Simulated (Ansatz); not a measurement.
## Sb2Te3 in the Bi2Te3 type structure (space group R-3m, No. 166)

```
CELL_PARAMETERS angstrom
      2.10542     1.21556     9.73029
     -2.10542     1.21556     9.73029
      0.00000    -2.43113     9.73029
ATOMIC_POSITIONS crystal
  Sb 0.39962 0.39962 0.39962
  Sb 0.60038 0.60038 0.60038
  Te 0.00000 0.00000 0.00000
  Te 0.20834 0.20834 0.20834
  Te 0.79166 0.79166 0.79166
```

Computed with Ansatz (an electronic-structure program) PBEsol-D3(BJ), without spin-orbit coupling, earlier PAW set. Γ-centred 9×9×9 mesh, Fermi–Dirac width 0.05 eV.

```json
{
 "volume_per_atom": "29.88 Å³",
 "density": "6.96 g/cm³",
 "band_gap": "zero",
 "total_energy": "-6704.798 eV/atom (σ→0; compares only within this code and set-up)"
}
```

With Sb and Te present, leaving out spin-orbit coupling can change the band edges. Whether these cells are dynamically stable was not tested. All final runs are without spin polarisation. Gaps under 0.05 eV, about the width of the smearing, are given as zero. A zero or small gap of Sb2Te3 can be the functional's error rather than a property of the material.
